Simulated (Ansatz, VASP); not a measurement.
**Ag: VASP beside Ansatz**

```
Ag
1.0
     2.88208    0.00000    0.00000
    -1.44104    2.49595    0.00000
     0.00000    0.00000   20.81806
Ag
8
Direct
  0.00000 0.00000 0.06668
  0.00000 0.00000 0.56668
  0.00000 0.00000 0.43332
  0.00000 0.00000 0.93332
  0.33333 0.66667 0.18333
  0.66667 0.33333 0.68333
  0.33333 0.66667 0.31667
  0.66667 0.33333 0.81667
```

Alike in both runs: functional PBE; k mesh 15 × 15 × 2; occupations gaussian, width 0.1 eV; no spin polarisation.

Ansatz relaxed the structure, and its values are those at the end. VASP's run is a single point on that final structure, the one shown.

```csv
,VASP,Ansatz
version,VASP 6.6.1,Ansatz 0.2.0
potentials or method,"VASP PAW PBE potentials, release 64 (Ag)","scalar-relativistic, plane waves, PAW"
plane-wave cutoff (eV),520,420
valence electrons in the cell,88,152
```

VASP gave:

| Item | Value |
| --- | --- |
| gap on the k mesh at the Fermi level (eV) | none |
| pressure (GPa) | -0.1 |

Estimate Ansatz's values.

gap on the k mesh at the Fermi level (eV): none; pressure (GPa): 0.0.

A gap of «none» marks a metal or a gap that the smearing closes. The two sets of potentials don't hold the same shells in valence.
